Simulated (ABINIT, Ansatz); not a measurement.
## CdS (Hawleyite): G0W0 with ABINIT, start to end

Wanted: ground state, empty states, screening and self-energy for CdS (Hawleyite).

Calculated with ABINIT 10.8.3; PBE and many-body steps on it, plane waves.

**What was measured.**

- Gap 2.42 eV: optical gap from inflexion point of photoacoustic spectrum, as-grown film; photoacoustic spectroscopy; film (as-grown chemical bath deposited film, about 0.25 um thick, deposited at 80 C) (“Study of the band--gap shift in CdS films: Influence of thermal annealing in different atmospheres”, 1995, arxiv:cond-mat/9501125).

## 1. The starting structure

It takes space group F-43m (No. 216, cubic). Conventional cell: a = 5.833 Å, b = 5.833 Å, c = 5.833 Å, α = 90.00°, β = 90.00°, γ = 90.00°. Cd has 4 S at 2.53 Å nearest. Nearest to S lie 4 Cd at 2.53 Å. Farther neighbours and most contacts between anions are not listed.

The cell and positions come from the Crystallography Open Database and are kept as given unless a step says otherwise.

## 2. Ground state

This step: ABINIT 10.8.3; DFT, PBE, plane waves, norm-conserving pseudopotentials.

The ground-state density comes first.

The input, run.abi:

```
acell 3*1.0 Angstrom
rprim 
  -0.000000000000 2.916500000000 2.916500000000
  2.916500000000 -0.000000000000 2.916500000000
  2.916500000000 2.916500000000 -0.000000000000
ntypat 2
znucl 48 16
natom 2
typat 1 2
xred 
  0.000000000000 0.000000000000 0.000000000000
  0.250000000000 0.250000000000 0.250000000000
pp_dirpath "pseudos"
pseudos "Cd.upf, S.upf"
ecut 47
ngkpt 6 6 6
nshiftk 1
shiftk 0 0 0
kptopt 1
chksymbreak 0
nband 18
occopt 1
tolvrs 1e-10
nstep 60
prtwf 0
optforces 0
optstress 0
indata_prefix "in"
outdata_prefix "out"
tmpdata_prefix "tmp"
```

The run is started by

```sh
OMP_NUM_THREADS=1 mpirun -n 4 abinit run.abi > log
```

Numbers of over 12 decimals in the logs are rounded to 6 here.

The log of the run:

```text
.Version 10.8.3 of ABINIT. v10.8.2 released Aug 2026.

 Symmetries : space group F-4 3 m (#216); Bravais cF (face-center cubic)
================================================================================
 Values of the parameters that define the memory need of the present run
     intxc =       0    ionmov =       0      iscf =       7    lmnmax =       6
     lnmax =       6     mgfft =      50  mpssoang =       3    mqgrid =    3001
     natom =       2  nloc_mem =       1    nspden =       1   nspinor =       1
    nsppol =       1      nsym =      24    n1xccc =    2501    ntypat =       2
    occopt =       1   xclevel =       2
-    mband =          18        mffmem =           1         mkmem =           4
       mpw =        5188          nfft =      125000          nkpt =          16
================================================================================
  Rough estimation (10% accuracy) of disk space for files :
================================================================================

--------------------------------------------------------------------------------
------------- Echo of variables that govern the present computation ------------
--------------------------------------------------------------------------------
 -outvars: echo values of preprocessed input variables --------
            acell      1.8897261259E+00  1.8897261259E+00  1.8897261259E+00 Bohr

      chksymbreak           0
             ecut      4.70000000E+01 Hartree
-          fftalg         312

              ixc     -101130
              kpt      0.00000000E+00  0.00000000E+00  0.00000000E+00
                       1.66666667E-01  0.00000000E+00  0.00000000E+00
                       3.33333333E-01  0.00000000E+00  0.00000000E+00
                       5.00000000E-01  0.00000000E+00  0.00000000E+00
                       1.66666667E-01  1.66666667E-01  0.00000000E+00
                       3.33333333E-01  1.66666667E-01  0.00000000E+00
                       5.00000000E-01  1.66666667E-01  0.00000000E+00
                      -3.33333333E-01  1.66666667E-01  0.00000000E+00
                      -1.66666667E-01  1.66666667E-01  0.00000000E+00
   [... 5 further rows ...]
                      -3.33333333E-01  3.33333333E-01  1.66666667E-01
                      -3.33333333E-01  5.00000000E-01  1.66666667E-01
         kptrlatt        6    0    0      0    6    0      0    0    6
          kptrlen      4.67656631E+01
P           mkmem           4
            natom           2
            nband          18
            ngfft          50      50      50
             nkpt          16
            nstep          60
             nsym          24
           ntypat           2
              occ      2.000000  2.000000  2.000000  2.000000  2.000000  2.000000
                       2.000000  2.000000  2.000000  2.000000  2.000000  2.000000
                       2.000000  0.000000  0.000000  0.000000  0.000000  0.000000
        optforces           0
        optstress           0
            prtwf           0
            rprim     -0.0000000000E+00  2.9165000000E+00  2.9165000000E+00
[...]
spgroup         216

           tolvrs      1.00000000E-10

             xred      0.0000000000E+00  0.0000000000E+00  0.0000000000E+00
[...]
znucl       48.00000   16.00000

================================================================================

 chkinp: Checking input parameters for consistency.

================================================================================
== DATASET  1 ==================================================================
-   mpi_nproc: 4, omp_nthreads: 1 (-1 if OMP is not activated)

--- !DatasetInfo
iteration_state: {dtset: 1, }
dimensions: {natom: 2, nkpt: 16, mband: 18, nsppol: 1, nspinor: 1, nspden: 1, mpw: 5188, }
cutoff_energies: {ecut:  47.0, pawecutdg:  -1.0, }
electrons: {nelect:   2.60000000E+01, charge:   0.00000000E+00, occopt:   1.00000000E+00, tsmear:   1.00000000E-02, }

 Real(R)+Recip(G) space primitive vectors, cartesian coordinates (Bohr,Bohr^-1):
 R(1)=  0.0000000  5.5113862  5.5113862  G(1)= -0.0907213  0.0907213  0.0907213
 R(2)=  5.5113862  0.0000000  5.5113862  G(2)=  0.0907213 -0.0907213  0.0907213
 R(3)=  5.5113862  5.5113862  0.0000000  G(3)=  0.0907213  0.0907213 -0.0907213
 Unit cell volume ucvol=  3.3482088E+02 bohr^3
 Angles (23,13,12)=  6.00000000E+01  6.00000000E+01  6.00000000E+01 degrees

 getcut: wavevector=  0.0000  0.0000  0.0000  ngfft=  50  50  50
         ecut(hartree)=     47.000   => boxcut(ratio)=   2.07948

--- Pseudopotential description ------------------------------------------------
- Cd Generated using ONCVPSP code by D. R. Hamann
- 48.00000  20.00000  171031                  znucl, zion, pspdat
12 -101130 2 -1 1368                          pspcod,pspxc,lmax,lloc,mmax
     nproj     2     2     2
  pspatm : epsatm=   23.16453630
         --- l  ekb(1:nproj) -->
[...]
pspatm: atomic psp has been read  and splines computed

- S Generated using ONCVPSP code by D. R. Hamann
- 16.00000   6.00000  171031                  znucl, zion, pspdat
12 -101130 2 -1 1146                          pspcod,pspxc,lmax,lloc,mmax
     nproj     2     2     2
  pspatm : epsatm=    9.01821529
         --- l  ekb(1:nproj) -->
[...]
2   -3.547662   -0.986524
 pspatm: atomic psp has been read  and splines computed

   8.36751541E+02                                ecore*ucvol(ha*bohr**3)
--------------------------------------------------------------------------------

_setup2: Arith. and geom. avg. npw (full set) are    5151.458    5151.430

================================================================================

--- !BeginCycle
iteration_state: {dtset: 1, }
solver: {iscf: 7, nstep: 60, nline: 4, wfoptalg: 0, }
tolerances: {tolvrs: 1.00E-10, }

     iter   Etot(hartree)      deltaE(h)  residm     vres2
 ETOT  1  -184.58109602512    -1.846E+02 2.197E+00 4.390E+03
 ETOT  2  -185.65086711536    -1.070E+00 3.839E-02 6.972E+03
 ETOT  3  -186.34144421193    -6.906E-01 5.803E-03 7.723E+02
 ETOT  4  -186.39720509171    -5.576E-02 2.096E-03 2.072E+02
 ETOT  5  -186.41732805768    -2.012E-02 6.205E-04 2.343E+00
 ETOT  6  -186.41755963703    -2.316E-04 2.448E-04 2.511E-02
 ETOT  7  -186.41756130017    -1.663E-06 3.384E-05 9.705E-03
 ETOT  8  -186.41756155447    -2.543E-07 3.870E-05 7.709E-03
 ETOT  9  -186.41756237534    -8.209E-07 1.732E-05 2.003E-05
 ETOT 10  -186.41756237782    -2.479E-09 4.463E-05 2.764E-07
 ETOT 11  -186.41756237784    -1.782E-11 2.006E-05 1.060E-08
 ETOT 12  -186.41756237785    -7.731E-12 4.702E-05 7.445E-10
 ETOT 13  -186.41756237784     3.496E-12 2.139E-05 4.140E-11

 At SCF step   13       vres2   =  4.14E-11 < tolvrs=  1.00E-10 =>converged.

--- !ResultsGS
iteration_state: {dtset: 1, }
comment   : Summary of ground state results
lattice_vectors:
- [ -0.0000000,   5.5113862,   5.5113862, ]
- [  5.5113862,  -0.0000000,   5.5113862, ]
- [  5.5113862,   5.5113862,  -0.0000000, ]
lattice_lengths: [   7.79428,    7.79428,    7.79428, ]
lattice_angles: [ 60.000,  60.000,  60.000, ] # degrees, (23, 13, 12)
lattice_volume:   3.3482088E+02
convergence: {deltae:  3.496E-12, res2:  4.140E-11, residm:  2.139E-05, diffor:  0.000E+00, }
etotal    :  -1.86417562E+02
entropy   :   0.00000000E+00
fermie    :   1.60449132E-01
cartesian_stress_tensor: null
pressure_GPa: null
xred      :
- [  0.0000E+00,   0.0000E+00,   0.0000E+00, Cd]
- [  2.5000E-01,   2.5000E-01,   2.5000E-01,  S]
cartesian_forces: null
force_length_stats: {min: null, max: null, mean: null, }

 Integrated electronic density in atomic spheres:
 ------------------------------------------------
 Atom  Sphere_radius  Integrated_density
    1        2.00000         17.17000095
    2        2.00000          3.93308081
================================================================================

 ----iterations are completed or convergence reached----

 Mean square residual over all n,k,spin=   83.764E-09; max=  21.389E-06
 reduced coordinates (array xred) for    2 atoms
       0.000000000000      0.000000000000      0.000000000000
       0.250000000000      0.250000000000      0.250000000000
 rms dE/dt=  0.0000E+00; max dE/dt=  0.0000E+00; dE/dt below (all hartree)
    1       0.000000000000      0.000000000000      0.000000000000
    2       0.000000000000      0.000000000000      0.000000000000

 cartesian coordinates (angstrom) at end:
    1      0.000000     0.000000     0.000000
    2      1.458250     1.458250     1.458250
 length scales=  1.889726125908  1.889726125908  1.889726125908 bohr
              =  1.000000000000  1.000000000000  1.000000000000 angstroms
 prteigrs : about to open file out_EIG
 Fermi (or HOMO) energy (hartree) =   0.16045   Average Vxc (hartree)=  -0.34390
 Eigenvalues (hartree) for nkpt=  16  k points:
 kpt#   1, nband= 18, wtk=  0.00463, kpt=  0.0000  0.0000  0.0000 (reduced coord)
  -3.56438   -2.13350   -2.13350   -2.13350   -0.29393   -0.12336   -0.12336   -0.12336
  -0.10576   -0.10576    0.16045    0.16045    0.16045    0.20252    0.40047    0.40047
   0.40047    0.58082
 prteigrs : prtvol=0 or 1, do not print more k-points.

--- !EnergyTerms
iteration_state     : {dtset: 1, }
comment             : Components of total free energy in Hartree
kinetic             :  6.53961700220414E+01
hartree             :  6.51752441479163E+01
xc                  : -2.74241571192249E+01
Ewald energy        : -9.94062291781547E+01
psp_core            :  2.49910199437371E+00
local_psp           : -1.98406412410884E+02
non_local_psp       :  5.74872016608811E+00
total_energy        : -1.86417562377844E+02
total_energy_eV     : -5.07268029289778E+03
band_energy         : -2.10662569605589E+01

== END DATASET(S) ==============================================================
================================================================================

 -outvars: echo values of variables after computation  --------
           etotal     -1.8641756238E+02
            nband          18
             nkpt          16
          spgroup         216
 [... the other variables as echoed above ...]

 Calculation completed.
```

The job ended after 17 s (4 MPI ranks of Arm Neoverse V2, shared host; peak memory 0.4 GiB).

Numbers from this step:

| Quantity | Value |
| --- | --- |
| total energy | -5072.6803 eV |
| gap | 1.145 eV |
| k of the valence top | 0, 0, 0 |
| k of the conduction bottom | 0, 0, 0 |
| least direct gap | 1.145 eV |

The gap is direct, at Γ.

(Part 1 of 3 ends here.)

[Paths, hosts, dates, memory and timing lines, banners, echoed tables and standing remarks are left out of the program output.]

[Logs are printed without paths, hosts, clocks, repeated set-up lines and the standing remarks that a program may print on its own settings, such as how far it seeks lower states.]

[Runs of the session that timed out or met a known fault of the program may be left out.]

[Hosts, paths, dates, database ids (printed as entryN), source tags and the programs' standing remarks are cut or masked in the printed files.]

[G0W0 gaps are taken among the corrected bands and points alone; a level outside them can change the order at an edge.]

[Where Ansatz stands beside ABINIT at settings called matched, ABINIT's density can come from a denser mesh and the files from another edition; pairs whose starting gaps differed by over 0.03 eV were left out, so agreement reads better than it is.]
